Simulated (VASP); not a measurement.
Input of a VASP 6.6.1 run:

File INCAR:

```
ALGO = Normal
EDIFF = 1E-7
ENCUT = 520
GGA = PS
ISIF = 2
ISMEAR = -1
KPAR = 4
LASPH = T
LCHARG = F
LREAL = F
LWAVE = F
NBANDS = 43
NELM = 80
PREC = Accurate
SIGMA = 0.05
```

KPOINTS

```
k-points
0
Gamma
  7 7 4
```

The input POSCAR:

```
Si2Mo
1.0
    4.5854715599      0.0000000000      0.0000000000
   -2.2927357800      3.9711348592      0.0000000000
    0.0000000000      0.0000000000      6.5797601000
Mo Si
3 6
Direct
    0.5000000000      0.5000000000      0.8333333333
    0.0000000000      0.5000000000      0.1666666667
    0.5000000000      0.0000000000      0.5000000000
    0.1638729800      0.3277459600      0.5000000000
    0.6722540400      0.8361270200      0.1666666667
    0.8361270200      0.1638729800      0.8333333333
    0.8361270200      0.6722540400      0.5000000000
    0.3277459600      0.1638729800      0.1666666667
    0.1638729800      0.8361270200      0.8333333333
```

Potentials or basis: VASP PAW PBE potentials, release 64 (Mo_sv, Si).

Command:

```bash
$ cat potpaw_PBE.64/Mo_sv/POTCAR potpaw_PBE.64/Si/POTCAR > POTCAR
$ mpirun -np 4 vasp_std > vasp.out
```

Q: Estimate the largest force.

A: 0.039 eV/Å.

Q: Estimate the band gap on the k mesh.

A: 0.26 eV, indirect (least direct gap 0.62 eV).

Forces in eV/Å, atoms in the order of the input:
```
Mo   0.000  0.000  0.000
Mo   0.000  0.000  0.000
Mo   0.000  0.000  0.000
Si   0.000  0.039  0.000
Si  -0.034 -0.019  0.000
Si  -0.034  0.019  0.000
Si   0.000 -0.039  0.000
Si   0.034  0.019  0.000
Si   0.034 -0.019  0.000
```

Caveat: the PAW data sets were made with another functional, which shifts forces and pressure a little; an odd mesh through Γ misses points on the zone boundary, where band edges often lie.
